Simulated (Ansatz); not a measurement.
Write the native input for Ansatz 0.2.0 that does the following.

```yaml
Task: relaxation of cell and atoms
Functional: PBEsol
Potentials_or_basis: Ansatz PAW
Cutoff: "420 eV (not typed: the program's choice for these potentials)"
k_mesh: 10 × 10 × 10
Occupations: fermi-dirac, width 0.05 eV
Spin: no spin polarisation
Target_pressure: 10 GPa
Target_pressure_GPa: 10
```

MoS2:

```
CELL_PARAMETERS angstrom
1.58000 0.91221 6.15000
-1.58000 0.91221 6.15000
0.00000 -1.82443 6.15000
ATOMIC_POSITIONS crystal
Mo 0.00000 0.00000 0.00000
S 0.41700 0.41700 0.41700
S 0.25000 0.25000 0.25000
```

Measurements of this composition are mostly on another form, of space group No. 194.

One way to write it, as run:

input.yaml

```yaml
crystal:
  lattice:
    - [1.58, 0.9122134253, 6.15]
    - [-1.58, 0.9122134253, 6.15]
    - [0.0, -1.8244268506, 6.15]
  atoms:
    - { symbol: Mo, position: [0.0, 0.0, 0.0] }
    - { symbol: S, position: [0.417, 0.417, 0.417] }
    - { symbol: S, position: [0.25, 0.25, 0.25] }
hamiltonian:
  xc: pbesol
  pseudopotentials: { kind: paw }
kpoints:
  mp_grid: { grid: [10, 10, 10] }
scf:
  occupations: { method: fermi_dirac, width: 0.05 }
output:
  forces: true
  stress: true
  eigenvalues: true
  write_density: true
  write_potential: true
  elf: true
  volumetric_format: npy
relax:
  f_tol: 0.01
  max_steps: 40
  cell: { stress_tol: 0.05, p_target: 10.0 }
```

Potentials or basis: Ansatz PAW.

Launch:

```sh
$ ansatz run input.yaml --threads 2 --pin off --max-ram 5632MiB --backend cpu --events-out ev --progress --plain --runs-dir out
```

Results of the run:

```yaml
Relaxed_volume: 15.28 Å³/atom
Relaxed_cell: a = 5.856 Å, b = 5.856 Å, c = 5.856 Å, α = 30.50°, β = 30.50°, γ = 30.50°
Space_group_after_relaxing_to_0.05_Å: R3m (No. 160)
Energy_change_on_relaxing_the_enthalpy_is_what_falls: +55.5 meV/atom
Ionic_steps: 6
Pressure_after_relaxing: 10.0 GPa
Largest_force_after_relaxing: 0.003 eV/Å
Band_gap_on_the_k_mesh: 0.24 eV, indirect (least direct gap 1.73 eV)
```

Caveat: the plane-wave basis is chosen anew once the cell has moved, so the energies of steps on either side of that aren't comparable; the PAW data sets come from PBE, with cores solved anew for the run's functional, which leaves a small shift of forces and pressure.

It took 32 s on 2 threads of Arm Neoverse V2 (shared host), peak memory 0.44 GiB.
